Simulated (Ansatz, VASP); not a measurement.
This is a calculation of Pd for VASP 6.6.1.

Contents of INCAR:

```
ALGO = Normal
EDIFF = 1E-6
ENCUT = 520
GGA = PE
ISIF = 2
ISMEAR = -1
IVDW = 13
LASPH = True
LCHARG = False
LREAL = False
LWAVE = False
NBANDS = 11
NELM = 100
PREC = Accurate
SIGMA = 0.05
```

The input KPOINTS:

```
k-points
0
Gamma
  12 12 12
```

File POSCAR:

```
Pd
1.0
    0.0000000000      1.9067643606      1.9067643606
    1.9067643606      0.0000000000      1.9067643606
    1.9067643606      1.9067643606      0.0000000000
Pd
1
Direct
    0.0000000000      0.0000000000      0.0000000000
```

Potentials or basis: VASP PAW PBE potentials, release 64 (Pd).

Launch:

```sh
$ cat potpaw_PBE.64/Pd/POTCAR > POTCAR
$ mpirun -np 1 vasp_std > vasp.out
```

Task: Set up the same calculation for Ansatz 0.2.0. Potentials there: Ansatz PAW.

Result: As run (the cutoff follows the program's own potentials):

File input.yaml:

```yaml
crystal:
  lattice:
    - [0.0, 1.9067643606, 1.9067643606]
    - [1.9067643606, 0.0, 1.9067643606]
    - [1.9067643606, 1.9067643606, 0.0]
  atoms:
    - { symbol: Pd, position: [0.0, 0.0, 0.0] }
hamiltonian:
  xc: pbe
  pseudopotentials: { kind: paw }
  dispersion: d4
kpoints:
  mp_grid: { grid: [12, 12, 12] }
scf:
  occupations: { method: fermi_dirac, width: 0.05 }
output:
  forces: true
  stress: true
  eigenvalues: true
```

Potentials or basis: Ansatz PAW.

Command:

```sh
$ ansatz run input.yaml --threads 2 --pin off --max-ram 5120MiB --backend cpu --events-out ev --progress --plain --runs-dir out
```

Both were run:

|  | VASP | Ansatz | Ansatz less VASP |
| --- | --- | --- | --- |
| gap on the k mesh at the Fermi level (eV) | none | none | - |
| pressure (GPa) | 15.7 | 16.2 | +0.47 |
| dispersion energy (meV/atom) | -522.1 | -522.1 | -0.08 |

A gap of «none» marks a metal or a gap that the smearing closes. The two sets of potentials don't hold the same shells in valence.

Caveats: pairwise dispersion overbinds metals, which lowers pressure and volume; so large a pressure means that the cell lies far from this level's equilibrium, or that cutoff or potentials fall short (VASP).
